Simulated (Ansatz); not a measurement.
# ZnSe (Stilleite) (F-43m) in Ansatz: notebook

One crystal, ZnSe (Stilleite), is run at these levels: r2SCANh; tasks: band structure, single point, equation of state.

All numbers are computed with Ansatz 0.2.0; they aren't measurements. Logs are shortened: lines on timing, memory, paths and dates and some standing lists are left out, and cuts for length are marked.

**Experimental background.**

From “Alloy Disordering Effects on the Thermal Conductivity and Energy Gap Temperature Dependence of Cd1−xZnxSe Ternary Crystals Grown by the Bridgman Method”, 2023, pmc:10253836, for a bulk crystal of ZnSe at 300 K: band gap 2.695 ± 0.003 eV (an exciton energy, a little under the gap).

How close the calculation comes is told below.

## 1. The structure

The structure is cubic, space group F-43m (No. 216). Conventional cell: a = 5.668 Å, b = 5.668 Å, c = 5.668 Å, α = 90.00°, β = 90.00°, γ = 90.00°. Se (site symmetry -43m) has 4 Zn at 2.45 Å as nearest neighbours. Zn (site symmetry -43m) is surrounded by 4 Se at 2.45 Å.

## 2. Band structure, r2SCANh

Input file input.yaml:

```yaml
crystal:
  lattice:
    - [0.0, 2.8338, 2.8338]
    - [2.8338, 0.0, 2.8338]
    - [2.8338, 2.8338, 0.0]
  atoms:
    - { symbol: Se, position: [0.75, 0.75, 0.75] }
    - { symbol: Zn, position: [0.0, 0.0, 0.0] }
hamiltonian:
  xc: r2scanh
  pseudopotentials: { kind: paw }
kpoints:
  mp_grid: { grid: [5, 5, 5] }
  band_path:
    path:
      - [[0.0, 0.0, 0.0], [0.5, 0.0, 0.5], [0.5, 0.25, 0.75], [0.375, 0.375, 0.75], [0.0, 0.0, 0.0], [0.5, 0.5, 0.5], [0.625, 0.25, 0.625], [0.5, 0.25, 0.75], [0.5, 0.5, 0.5], [0.375, 0.375, 0.75]]
      - [[0.625, 0.25, 0.625], [0.5, 0.0, 0.5]]
    npoints: 4
scf:
  occupations: { method: fermi_dirac, width: 0.05 }
  n_extra_bands: 6
output:
  forces: true
  stress: true
  eigenvalues: true
  fatbands: false
```

Potentials or basis: Ansatz PAW.

Run with:

```
$ ansatz run input.yaml --threads 2 --pin off --max-ram 5632MiB --backend cpu --events-out ev --progress --plain --runs-dir out
```

The program printed:

```text
Warning: output.stress: scf.convergence.dr2_threshold = 1e-7 eV (the SCF's general default) is looser than the 2e-10 eV advised for a printed stress (1e-10 eV for each atom of the cell: 2). What an SCF threshold leaves in a stress goes as its square root, and in the free energy as the threshold itself, and one threshold admits the most on a small cell: of the crystals measured, under no hybrid functional and no lock of the moments, on runs that ended without the residual-converged pass, on stresses that held no estimate of that error, the worst erred by over 100 MPa in a component at 1e-7 eV an atom and by under 5 at 1e-10. Set scf.convergence.dr2_threshold to 2e-10 eV or tighter. The threshold is an SCF's pass mark: one that does not reach it within its budget of iterations ends unconverged, or closes short of it on a stop that the run arms, and scf.convergence.dr2_threshold's page says what that costs each kind of run
Warning: output.stress: scf.exx.energy_threshold = 1e-6 eV is looser than the 2e-8 eV advised for a stress under a hybrid functional (1e-8 eV for each atom of the cell: 2). Every SCF of the exchange loop can meet its threshold on dr2 while the loop round them stops early: no threshold on dr2 bounds what that leaves in the stress. Set scf.exx.energy_threshold to 2e-8 eV or tighter. The threshold is the loop's pass mark: a loop that does not reach it within its budget of cycles ends unconverged, and scf.exx.energy_threshold's page has the law
Warning: RAYON_NUM_THREADS=2 ignored (pool sized by the plan → 2); use --threads N
scf.n_extra_bands = 6 over 14 filled bands (N_el = 28.0): the run solves 20 bands
Engine: ansatz 0.2.0, aarch64-unknown-linux-gnu
Pseudopotentials: kind: paw
Pseudopotential: Se, paw, valence charge 16, recommended cutoff 500 eV (meta_gga), Se.paw.azcp
Pseudopotential: Zn, paw, valence charge 12, recommended cutoff 500 eV (meta_gga), Zn.paw.azcp
Functional definition: r2SCANh
  parameter a = 0.1
  parameter k0 = 0.174
  parameter k1 = 0.065
  parameter a1 = 4.9479
  exchange = (1 - a)*r2scan_x(k0 = k0, k1 = k1, a1 = a1) + a*exact_x
  correlation = r2scan_c
Crystal: 2 atoms, lattice volume = 45.513 Å³
Basis set: ecut = 500 eV, 1139 PW (Γ), exchange–correlation on 120×120×120 points (64 copies of the dense FFT grid, shifted against one another)
Bands: 20, of which v1, the nominal top of the filled ones, is band 14 counted from 1 (13 counted from 0)
Symmetry: 24 space group operations
Space group: F-43m (ITA 216), of the structure as read, at distance tolerance 3.6e-5 Å
k-points: 10 of 125 (time reversal used)
Non-local potential: Se, projectors of the file, l = 0: 2, l = 1: 2, l = 2: 3, l = 3: 1
Non-local potential: Zn, projectors of the file, l = 0: 2, l = 1: 2, l = 2: 3, l = 3: 1
PAW form: soft (Blöchl's): semilocal exchange-correlation on the pseudo side does not see the compensation charge
PAW frozen core: Se, regenerated for the run's functional, and the local potential with it (the file was generated under x = pbe(κ = 0.804, μ = 0.2195149727645171), c = pbe(β = 0.06672455060314922))
PAW frozen core: Zn, regenerated for the run's functional, and the local potential with it (the file was generated under x = pbe(κ = 0.804, μ = 0.2195149727645171), c = pbe(β = 0.06672455060314922))
PAW one-centre angular grid: Se, 590 points (default); XC on 160 Gauss nodes
PAW one-centre angular grid: Zn, 590 points (default); XC on 261 of its mesh's 2673 points in the sphere
Initial density: superposition of atomic densities (neutral atoms: chi_scale 0, normalization atom), corrected by the library's trained network
Initial wavefunctions: pseudopotential atomic-orbital guess
Functional: x = r2scan, c = r2scan; τ floored in thin density (d = 2e-4 eV/Å³), warm-up for x = 0.9 r2scan + 0.1 exact, c = r2scan; τ floored in thin density (d = 2e-4 eV/Å³)
[... 19 lines left out ...]
SCF 2 stopped early in 5 iterations: F = -8804.663654 eV  dr2 = 4.03e-7
hybrid outer 1: dexx = +6.141e-4 eV, tail = 2.04e-6 eV
Frozen-core exchange: fock
SCF iter   1: F=—  HF=-8804.663640 eV  |F-HF|=—  |Δ(HF+E_count)|=         —  Δρ=2.03e-5  dr2=1.26e-7  dr2_τ=1.86e-9  ethr=3.65e-8  ⟨swp⟩=3.3  Hψ=454  notcnv=0
preconditioner: auto → none  [insulator: Δε(μ)=2.476 eV  Ē_g=15.447 eV  σ=0.050 eV  W_gap=1.00  n_scr=14 (ndim 8)  ℏωp=23.4 eV  f_vac=0.119  D(μ)=0.00/eV (n_scr^D=0)]
SCF iter   2: F=-8804.663640 eV  HF=-8804.663640 eV  |F-HF|=2.49e-9  |Δ(HF+E_count)|=   1.64e-8  Δρ=4.24e-6  dr2=8.88e-9  dr2_τ=1.36e-10  ethr=3.86e-10  ⟨swp⟩=4.0  Hψ=518  notcnv=0
SCF 3 converged in 2 iterations: F = -8804.663640 eV  dr2 = 8.88e-9
  Residual-converged pass: ⟨swp⟩=3.6  Hψ=437  notcnv=0  max |occ|·‖R‖ = 2.4e-6 eV (tolerance 2.4e-6 eV)  dr2=8.88e-9  dr2_τ=1.36e-10  dr2_onsite=2.19e-9  max |Δocc| = 8.6e-20
hybrid outer 2: dexx = +1.732e-8 eV, tail = 2.27e-8 eV, Δε = 6.44e-4 eV (about 1.13e-4 eV left of the loop's levels)
NSCF: frozen V_eff on 42 k-points
hybrid SCF converged: 2 outer / 7 inner (+4 warm-up), last move |dexx| = 1.73e-8 eV, tail = 2.27e-8 eV
Stability not checked: this state was not tested for a lower state beside it, because the functional holds exact exchange (a hybrid, or Hartree-Fock), whose exchange loop this test does not read (fock_operator; see scf.lower_state_search)
Free energy (F): -8804.663640 eV
Frozen-core exchange: fock
Harris-Foulkes:  -8804.663640 eV  (|F-HF|=2.49e-9)
Internal energy: -8804.663640 eV  (E = F + TS)
E sigma→0 (E₀):  -8804.663640 eV
Fermi energy:    7.384788 eV
--- Per-component energies (eV) ---
  E_band       = -431.364578
  E_kinetic    = 249.283938
  E_local      = -4401.574825  (includes V_loc(G=0)·N_el)
  E_nonlocal   = 24.279554
  E_hartree    = 2043.921143
  E_xc         = -201.940577
  E_vxc        = -143.850613  (∫ρ·V_xc dr)
  E_exx        = -48.704946  (= α·E_x^exact, valence–valence)
  E_paw        = -3747.101379  (= ΣΔE_a)
  E_vpaw       = -156.788500  (= ΣTr[D̂ρ^β])
  E_aug_tail   = -0.000232  (compensation charges beyond the density's cutoff)
  E_vtau       = 6.850936  (kinetic-family band-sum trace: ∫τ·v_τ [+ j·A + Jᵃ·Aᵃ] dr)
  E_ewald      = -2720.942845
  E_core_change = -1.883471  (= ΣΔE_core)
  E_smearing   = -0.000000  (= −TS)
  E_closure    = 0.000001  (closes the sum)
  Σ components = -8804.663640   (vs F -8804.663640, Δ=-1.82e-12)
--- Forces (eV/Å), atoms counted from 1 ---
  atom   1  Se     0.00000000    -0.00000000     0.00000000
  atom   2  Zn    -0.00000000     0.00000000    -0.00000000
  max |Σ_I F_I| component: 2.04e-16 eV/Å
--- Stress (GPa, compression-positive) ---
       -0.057248       0.000000      -0.000000
       -0.000000      -0.057248       0.000000
       -0.000000       0.000000      -0.057248
  P = ⅓ Tr σ = -0.0572 GPa (-0.572 kbar)
--- Band table (eV; the first three rows and the last of 10) ---
  k-point 0: bands = ["-42.8109", "-42.8109", "-42.8109", "-42.8049", "-42.8049", "-7.9964", "-1.2761", "-1.2761", "-1.2761", "-0.9047", "-0.9047", "6.1189", "6.1189", "6.1189", "8.5955", "13.1088", "13.1088", "13.1088", "17.4231", "18.8898"]
  k-point 1: bands = ["-42.8109", "-42.8109", "-42.8109", "-42.8049", "-42.8049", "-7.7344", "-1.2400", "-1.2400", "-1.2253", "-0.9061", "-0.9061", "3.7132", "5.7662", "5.7662", "9.9608", "13.3746", "13.6444", "13.6444", "17.7382", "17.7382"]
  k-point 2: bands = ["-42.8108", "-42.8108", "-42.8108", "-42.8049", "-42.8049", "-7.2458", "-1.1930", "-1.1930", "-0.9050", "-0.8933", "-0.8933", "1.1703", "5.2873", "5.2873", "9.8666", "13.7090", "13.7090", "15.5562", "17.9844", "19.4133"]
  k-point 9: bands = ["-42.8109", "-42.8107", "-42.8106", "-42.8049", "-42.8048", "-6.9411", "-1.1448", "-1.1026", "-0.9702", "-0.8959", "-0.6809", "1.3883", "3.1666", "3.9926", "12.2294", "12.5119", "13.8864", "16.8487", "17.9624", "20.1534"]
```

bands.tsv:

```text
# k_distance	band_0	band_1	band_2	band_3	band_4	band_5	band_6	band_7	band_8	band_9	band_10	band_11	band_12	band_13	band_14	band_15	band_16	band_17	band_18	band_19
# fermi_ev = 7.384801
[... 58 lines left out ...]
6.920440	-50.195816	-50.195380	-50.195373	-50.189722	-50.189544	-14.251550	-8.550832	-8.424315	-8.405065	-8.250907	-8.052948	-6.218295	-3.950701	-3.445007	2.930070	3.843555	10.142654	10.738921	11.111375	13.483065
7.018429	-50.195843	-50.195365	-50.195364	-50.189731	-50.189537	-14.251196	-8.558244	-8.416247	-8.412077	-8.245155	-8.077348	-6.244323	-3.667120	-3.525419	2.734485	3.371678	10.697545	11.339595	11.534706	13.977051
7.116417	-50.195852	-50.195361	-50.195361	-50.189734	-50.189534	-14.251533	-8.561631	-8.413523	-8.413523	-8.243105	-8.086714	-6.253789	-3.552669	-3.552669	2.625536	3.237863	10.982837	11.612372	11.612372	14.109327
```

It took 3.6 min on 2 threads of Arm Neoverse V1, shared host; peak memory 1.3 GiB.

What came out:

```yaml
Free_energy: -8804.6636 eV
Pressure: -0.1 GPa
Band_gap_on_the_k_mesh: 2.48 eV, direct
Band_gap_along_the_path: 2.48 eV, direct
```

Levels at the corners of the path, in eV from the valence-band top:
```tsv
point	band 10	band 11	band 12	band 13	band 14	band 15	band 16	band 17	band 18	band 19
Γ	-7.02	-7.02	0.00	0.00	0.00	2.48	6.99	6.99	6.99	11.30
X	-6.98	-6.82	-4.99	-2.29	-2.29	3.89	4.50	12.25	12.88	12.88
W	-7.04	-6.71	-4.83	-2.94	-2.77	6.44	6.83	8.28	8.85	13.36
K	-7.00	-6.74	-4.88	-3.25	-1.88	4.59	6.74	10.34	10.65	11.04
Γ	-7.02	-7.02	0.00	0.00	0.00	2.48	6.99	6.99	6.99	11.30
L	-7.01	-6.85	-5.45	-0.90	-0.90	3.69	7.53	7.53	9.72	12.41
U	-7.00	-6.74	-4.88	-3.25	-1.88	4.59	6.74	10.34	10.65	11.04
W	-7.04	-6.71	-4.83	-2.94	-2.77	6.44	6.83	8.28	8.85	13.36
L	-7.01	-6.85	-5.45	-0.90	-0.90	3.69	7.53	7.53	9.72	12.41
K	-7.00	-6.74	-4.88	-3.25	-1.88	4.59	6.74	10.34	10.65	11.04
U	-7.00	-6.74	-4.88	-3.25	-1.88	4.59	6.74	10.34	10.65	11.04
X	-6.98	-6.82	-4.99	-2.29	-2.29	3.89	4.50	12.25	12.88	12.88
```

Caveat: the PAW data sets come from PBE, with cores solved anew for the run's functional, which leaves a small shift of forces and pressure; the thresholds are loose for stress.

## 3. Single point, r2SCANh, 21.39 Å³/atom (volume scaled by 0.94)

Input file input.yaml:

```yaml
crystal:
  lattice:
    - [0.0, 2.7759511149, 2.7759511149]
    - [2.7759511149, 0.0, 2.7759511149]
    - [2.7759511149, 2.7759511149, 0.0]
  atoms:
    - { symbol: Se, position: [0.75, 0.75, 0.75] }
    - { symbol: Zn, position: [0.0, 0.0, 0.0] }
hamiltonian:
  xc: r2scanh
  pseudopotentials: { kind: paw }
kpoints:
  mp_grid: { grid: [4, 4, 4] }
scf:
  occupations: { method: fermi_dirac, width: 0.05 }
output:
  forces: true
  stress: true
  eigenvalues: true
  write_density: true
  write_potential: true
  elf: true
  volumetric_format: npy
```

Potentials or basis: Ansatz PAW.

Run with:

```
$ ansatz run input.yaml --threads 2 --pin off --max-ram 5632MiB --backend cpu --events-out ev --progress --plain --runs-dir out
```

Wall time 11 s (2 threads of Arm Neoverse V1, shared host); peak memory 0.79 GiB.

The run converged. Its results:

```
Free energy            : -8804.5823 eV
Pressure               : 4.9 GPa
Band gap on the k mesh : 2.77 eV, direct
```

Caveat: the k mesh is coarse (spacing up to 0.49 Å⁻¹), so the values aren't converged, least of all with exact exchange; the PAW data sets come from PBE, with cores solved anew for the run's functional, which leaves a small shift of forces and pressure; the thresholds are loose for stress.

## 4. Single point, r2SCANh, 21.85 Å³/atom (volume scaled by 0.96)

Input file input.yaml:

```yaml
crystal:
  lattice:
    - [0.0, 2.7955007105, 2.7955007105]
    - [2.7955007105, 0.0, 2.7955007105]
    - [2.7955007105, 2.7955007105, 0.0]
  atoms:
    - { symbol: Se, position: [0.75, 0.75, 0.75] }
    - { symbol: Zn, position: [0.0, 0.0, 0.0] }
hamiltonian:
  xc: r2scanh
  pseudopotentials: { kind: paw }
kpoints:
  mp_grid: { grid: [4, 4, 4] }
scf:
  occupations: { method: fermi_dirac, width: 0.05 }
output:
  forces: true
  stress: true
  eigenvalues: true
```

Run with:

```
$ ansatz run input.yaml --threads 2 --pin off --max-ram 5632MiB --backend cpu --events-out ev --progress --plain --runs-dir out
```

Wall time 11 s (2 threads of Arm Neoverse V1, shared host); peak memory 0.79 GiB.

Results (log left out):

```yaml
Free_energy: -8804.6052 eV
Pressure: 3.2 GPa
Band_gap_on_the_k_mesh: 2.68 eV, direct
```

Caveat: the k mesh is coarse (spacing up to 0.49 Å⁻¹), so the values aren't converged, least of all with exact exchange; the PAW data sets come from PBE, with cores solved anew for the run's functional, which leaves a small shift of forces and pressure; the thresholds are loose for stress.

## 5. Single point, r2SCANh, 22.30 Å³/atom (volume scaled by 0.98)

Edit input.yaml of step 4 so:

```diff
@@ -2,5 +2,5 @@
   lattice:
-    - [0.0, 2.7955007105, 2.7955007105]
-    - [2.7955007105, 0.0, 2.7955007105]
-    - [2.7955007105, 2.7955007105, 0.0]
+    - [0.0, 2.814780635, 2.814780635]
+    - [2.814780635, 0.0, 2.814780635]
+    - [2.814780635, 2.814780635, 0.0]
   atoms:
@@ -19 +19,5 @@
   eigenvalues: true
+  write_density: true
+  write_potential: true
+  elf: true
+  volumetric_format: npy
```

Run with:

```
$ ansatz run input.yaml --threads 2 --pin off --max-ram 5632MiB --backend cpu --events-out ev --progress --plain --runs-dir out
```

Run time: 12 s. Hardware: 2 threads of Arm Neoverse V1, shared host; peak memory 0.84 GiB.

Results (log left out):

```
Free energy            : -8804.6185 eV
Pressure               : 1.6 GPa
Band gap on the k mesh : 2.58 eV, direct
```

Caveat: the k mesh is coarse (spacing up to 0.48 Å⁻¹), so the values aren't converged, least of all with exact exchange; the PAW data sets come from PBE, with cores solved anew for the run's functional, which leaves a small shift of forces and pressure; the thresholds are loose for stress.

## 6. Single point, r2SCANh, 22.76 Å³/atom

Edit input.yaml of step 5 so:

```diff
@@ -2,5 +2,5 @@
   lattice:
-    - [0.0, 2.814780635, 2.814780635]
-    - [2.814780635, 0.0, 2.814780635]
-    - [2.814780635, 2.814780635, 0.0]
+    - [0.0, 2.8338, 2.8338]
+    - [2.8338, 0.0, 2.8338]
+    - [2.8338, 2.8338, 0.0]
   atoms:
```

Potentials or basis: Ansatz PAW.

Run with:

```
$ ansatz run input.yaml --threads 2 --pin off --max-ram 5632MiB --backend cpu --events-out ev --progress --plain --runs-dir out
```

It took 12 s on 2 threads of Arm Neoverse V1, shared host; peak memory 0.84 GiB.

It converged, with:

```yaml
Free_energy: -8804.6235 eV
Pressure: 0.2 GPa
Band_gap_on_the_k_mesh: 2.49 eV, direct
```

Caveat: the k mesh is coarse (spacing up to 0.48 Å⁻¹), so the values aren't converged, least of all with exact exchange; the PAW data sets come from PBE, with cores solved anew for the run's functional, which leaves a small shift of forces and pressure; the thresholds are loose for stress.

## 7. Single point, r2SCANh, 23.21 Å³/atom (volume scaled by 1.02)

Edit input.yaml of step 6 so:

```diff
@@ -2,5 +2,5 @@
   lattice:
-    - [0.0, 2.8338, 2.8338]
-    - [2.8338, 0.0, 2.8338]
-    - [2.8338, 2.8338, 0.0]
+    - [0.0, 2.8525674344, 2.8525674344]
+    - [2.8525674344, 0.0, 2.8525674344]
+    - [2.8525674344, 2.8525674344, 0.0]
   atoms:
```

Run with:

```
$ ansatz run input.yaml --threads 2 --pin off --max-ram 5632MiB --backend cpu --events-out ev --progress --plain --runs-dir out
```

It took 13 s on 2 threads of Arm Neoverse V1, shared host; peak memory 0.87 GiB.

Results (log left out):

```yaml
Free_energy: -8804.6208 eV
Pressure: -1.1 GPa
Band_gap_on_the_k_mesh: 2.40 eV, direct
```

Caveat: the k mesh is coarse (spacing up to 0.48 Å⁻¹), so the values aren't converged, least of all with exact exchange; the PAW data sets come from PBE, with cores solved anew for the run's functional, which leaves a small shift of forces and pressure; the thresholds are loose for stress.

## 8. Single point, r2SCANh, 23.67 Å³/atom (volume scaled by 1.04)

Input file input.yaml:

```yaml
crystal:
  lattice:
    - [0.0, 2.8710911185, 2.8710911185]
    - [2.8710911185, 0.0, 2.8710911185]
    - [2.8710911185, 2.8710911185, 0.0]
  atoms:
    - { symbol: Se, position: [0.75, 0.75, 0.75] }
    - { symbol: Zn, position: [0.0, 0.0, 0.0] }
hamiltonian:
  xc: r2scanh
  pseudopotentials: { kind: paw }
kpoints:
  mp_grid: { grid: [4, 4, 4] }
scf:
  occupations: { method: fermi_dirac, width: 0.05 }
output:
  forces: true
  stress: true
  eigenvalues: true
```

Run with:

```
$ ansatz run input.yaml --threads 2 --pin off --max-ram 5632MiB --backend cpu --events-out ev --progress --plain --runs-dir out
```

It took 13 s on 2 threads of Arm Neoverse V1, shared host; peak memory 0.87 GiB.

It converged, with:

```yaml
Free_energy: -8804.6113 eV
Pressure: -2.2 GPa
Band_gap_on_the_k_mesh: 2.31 eV, direct
```

Caveat: the k mesh is coarse (spacing up to 0.47 Å⁻¹), so the values aren't converged, least of all with exact exchange; the PAW data sets come from PBE, with cores solved anew for the run's functional, which leaves a small shift of forces and pressure; the thresholds are loose for stress.

## 9. Single point, r2SCANh, 24.12 Å³/atom (volume scaled by 1.06)

Edit input.yaml of step 8 so:

```diff
@@ -2,5 +2,5 @@
   lattice:
-    - [0.0, 2.8710911185, 2.8710911185]
-    - [2.8710911185, 0.0, 2.8710911185]
-    - [2.8710911185, 2.8710911185, 0.0]
+    - [0.0, 2.8893788162, 2.8893788162]
+    - [2.8893788162, 0.0, 2.8893788162]
+    - [2.8893788162, 2.8893788162, 0.0]
   atoms:
```

Potentials or basis: Ansatz PAW.

Run with:

```
$ ansatz run input.yaml --threads 2 --pin off --max-ram 5632MiB --backend cpu --events-out ev --progress --plain --runs-dir out
```

Wall time 14 s (2 threads of Arm Neoverse V1, shared host); peak memory 0.85 GiB.

The run converged. Its results:

```
Free energy            : -8804.5957 eV
Pressure               : -3.3 GPa
Band gap on the k mesh : 2.23 eV, direct
```

Caveat: the k mesh is coarse (spacing up to 0.47 Å⁻¹), so the values aren't converged, least of all with exact exchange; the PAW data sets come from PBE, with cores solved anew for the run's functional, which leaves a small shift of forces and pressure; the thresholds are loose for stress.

## 10. Equation of state, r2SCANh

Potentials or basis: Ansatz PAW.

This step only gathers the single runs of the series.

Results:

| Property | Result |
| --- | --- |
| Equilibrium volume | 22.82 Å³/atom |
| Bulk modulus | 66 GPa |
| Pressure derivative of the bulk modulus | 4.4 |

Energy against volume, from the lowest point:
```tsv
volume (Å³/atom)	energy (meV/atom)
21.391	20.58
21.846	9.18
22.301	2.48
22.757	0.00
23.212	1.35
23.667	6.09
24.122	13.90
```

Caveat: the k mesh is coarse (spacing up to 0.48 Å⁻¹), so the values aren't converged, least of all with exact exchange; the PAW data sets were made with another functional, which shifts forces and pressure a little.

## 11. Against experiment

Step 2. A measured gap of ZnSe is 2.695 eV (an exciton energy, a little under the gap; 300 K; “Alloy Disordering Effects on the Thermal Conductivity and Energy Gap Temperature Dependence of Cd1−xZnxSe Ternary Crystals Grown by the Bridgman Method”, 2023, pmc:10253836); the calculated 2.48 eV misses it by -0.22 eV. Spin-orbit coupling on Se is left out. The value is that of r2SCANh, without temperature or zero-point motion.
